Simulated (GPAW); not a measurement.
A run of GPAW 26.7.0:

run.py

```python
import spglib
from ase import Atoms
from ase.eos import EquationOfState
from ase.io import Trajectory, read
from ase.units import GPa
from gpaw import GPAW, PW

atoms = read('Bi.cif')
cell, positions, numbers = spglib.find_primitive(
    (atoms.cell[:], atoms.get_scaled_positions(), atoms.numbers), symprec=1e-4)
atoms = Atoms(numbers, cell=cell, scaled_positions=positions, pbc=True)

traj = Trajectory('eos.traj', 'w')
volumes, energies = [], []
for x in [0.94, 0.96, 0.98, 1.0, 1.02, 1.04, 1.06]:
    a = atoms.copy()
    a.set_cell(atoms.cell * x**(1 / 3), scale_atoms=True)
    calc = GPAW(mode=PW(600),
                xc='MGGA_X_TPSS+MGGA_C_TPSS',
                kpts={'size': (9, 9, 9), 'gamma': True},
                occupations={'name': 'fermi-dirac', 'width': 0.05},
                nbands=15,
                convergence={'density': 1e-05, 'energy': 1e-05},
                eigensolver='davidson',
                maxiter=150,
                txt=f'eos-{x:.2f}.txt')
    a.calc = calc
    energies.append(a.get_potential_energy(force_consistent=True))
    volumes.append(a.get_volume())
    p = -a.get_stress()[:3].mean() / GPa
    calc.write(f'eos-{x:.2f}.gpw')
    traj.write(a)
    print(f'{x:.2f} {volumes[-1]:10.4f} A^3 {energies[-1]:14.6f} eV {p:9.3f} GPa', flush=True)

v0, e0, B = EquationOfState(volumes, energies, eos='birchmurnaghan').fit()
print(f'V0 = {v0:.4f} A^3, E0 = {e0:.6f} eV, B0 = {B / GPa:.2f} GPa')
```

Contents of Bi.cif:

```cif
data_Bi
_cell_length_a 3.96286106
_cell_length_b 3.96286106
_cell_length_c 3.96286106
_cell_angle_alpha 90.00000000
_cell_angle_beta 90.00000000
_cell_angle_gamma 90.00000000
_space_group_name_H-M_alt 'Im-3m'
_space_group_name_Hall '-I 4 2 3'
_space_group_IT_number 229
loop_
_space_group_symop_operation_xyz
'x,y,z'
'-x,-y,-z'
'-y,x,z'
'y,-x,-z'
'-x,-y,z'
'x,y,-z'
'y,-x,z'
'-y,x,-z'
'x,-y,-z'
'-x,y,z'
'-y,-x,-z'
'y,x,z'
'-x,y,-z'
'x,-y,z'
'y,x,-z'
'-y,-x,z'
'z,x,y'
'-z,-x,-y'
'z,-y,x'
'-z,y,-x'
'z,-x,-y'
'-z,x,y'
'z,y,-x'
'-z,-y,x'
'-z,x,-y'
'z,-x,y'
'-z,-y,-x'
'z,y,x'
'-z,-x,y'
'z,x,-y'
'-z,y,x'
'z,-y,-x'
'y,z,x'
'-y,-z,-x'
'x,z,-y'
'-x,-z,y'
'-y,z,-x'
'y,-z,x'
'-x,z,y'
'x,-z,-y'
'-y,-z,x'
'y,z,-x'
'-x,-z,-y'
'x,z,y'
'y,-z,-x'
'-y,z,x'
'x,-z,y'
'-x,z,-y'
'x+1/2,y+1/2,z+1/2'
'-x+1/2,-y+1/2,-z+1/2'
'-y+1/2,x+1/2,z+1/2'
'y+1/2,-x+1/2,-z+1/2'
'-x+1/2,-y+1/2,z+1/2'
'x+1/2,y+1/2,-z+1/2'
'y+1/2,-x+1/2,z+1/2'
'-y+1/2,x+1/2,-z+1/2'
'x+1/2,-y+1/2,-z+1/2'
'-x+1/2,y+1/2,z+1/2'
'-y+1/2,-x+1/2,-z+1/2'
'y+1/2,x+1/2,z+1/2'
'-x+1/2,y+1/2,-z+1/2'
'x+1/2,-y+1/2,z+1/2'
'y+1/2,x+1/2,-z+1/2'
'-y+1/2,-x+1/2,z+1/2'
'z+1/2,x+1/2,y+1/2'
'-z+1/2,-x+1/2,-y+1/2'
'z+1/2,-y+1/2,x+1/2'
'-z+1/2,y+1/2,-x+1/2'
'z+1/2,-x+1/2,-y+1/2'
'-z+1/2,x+1/2,y+1/2'
'z+1/2,y+1/2,-x+1/2'
'-z+1/2,-y+1/2,x+1/2'
'-z+1/2,x+1/2,-y+1/2'
'z+1/2,-x+1/2,y+1/2'
'-z+1/2,-y+1/2,-x+1/2'
'z+1/2,y+1/2,x+1/2'
'-z+1/2,-x+1/2,y+1/2'
'z+1/2,x+1/2,-y+1/2'
'-z+1/2,y+1/2,x+1/2'
'z+1/2,-y+1/2,-x+1/2'
'y+1/2,z+1/2,x+1/2'
'-y+1/2,-z+1/2,-x+1/2'
'x+1/2,z+1/2,-y+1/2'
'-x+1/2,-z+1/2,y+1/2'
'-y+1/2,z+1/2,-x+1/2'
'y+1/2,-z+1/2,x+1/2'
'-x+1/2,z+1/2,y+1/2'
'x+1/2,-z+1/2,-y+1/2'
'-y+1/2,-z+1/2,x+1/2'
'y+1/2,z+1/2,-x+1/2'
'-x+1/2,-z+1/2,-y+1/2'
'x+1/2,z+1/2,y+1/2'
'y+1/2,-z+1/2,-x+1/2'
'-y+1/2,z+1/2,x+1/2'
'x+1/2,-z+1/2,y+1/2'
'-x+1/2,z+1/2,-y+1/2'
loop_
_atom_site_label
_atom_site_type_symbol
_atom_site_symmetry_multiplicity
_atom_site_Wyckoff_symbol
_atom_site_fract_x
_atom_site_fract_y
_atom_site_fract_z
_atom_site_occupancy
Bi1 Bi 2 a 0.0000000000 0.0000000000 0.0000000000 1
```

Potentials or basis: GPAW PAW data sets (gpaw-data 1.2.1), pw.

Run with:

```sh
$ OMP_NUM_THREADS=1 python run.py
```

Hardware: 1 thread of Arm Neoverse V2, with other jobs on the host.

Task: Estimate the wall time of this run.

Result: Run time: 3 min on 1 thread of Arm Neoverse V2, on a shared host, peak memory 0.74 GiB. Counts: scf iterations 112, plane waves 984, bands 15, k points 35.
